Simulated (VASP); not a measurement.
**InPd: equation of state with PBE+D3(BJ)**

InPd:

```
CELL_PARAMETERS angstrom
3.25987 0.00000 0.00000
0.00000 3.25987 0.00000
0.00000 0.00000 3.25987
ATOMIC_POSITIONS crystal
In 0.00000 0.00000 0.00000
Pd 0.50000 0.50000 0.50000
```

The cell comes from a database or a generator and needn't be the stable form of this composition.

```yaml
Program: VASP 6.6.1
Task: equation of state
Functional: PBE
Dispersion: D3(BJ)
Potentials_or_basis: VASP PAW PBE potentials, release 64 (In_d, Pd)
Cutoff: 520 eV
k_mesh: 8 × 8 × 8
Occupations: fermi-dirac, width 0.05 eV
Spin: no spin polarisation
```

| Property | Result |
| --- | --- |
| Equilibrium volume | 17.33 Å³/atom |
| Bulk modulus | 132 GPa |
| Pressure derivative of the bulk modulus | 5.5 (rough: it moves with the points fitted) |

Energy against volume, from the lowest point:
| volume (Å³/atom) | energy (meV/atom) |
| --- | --- |
| 16.628 | 12.75 |
| 16.974 | 3.12 |
| 17.321 | 0.00 |
| 17.667 | 2.61 |
| 18.014 | 10.24 |

All runs of the series together: 47 s on 1 thread of Intel(R) Xeon(R) Platinum 8259CL CPU @ 2.50GHz (Skylake/Cascade Lake) (shared host).
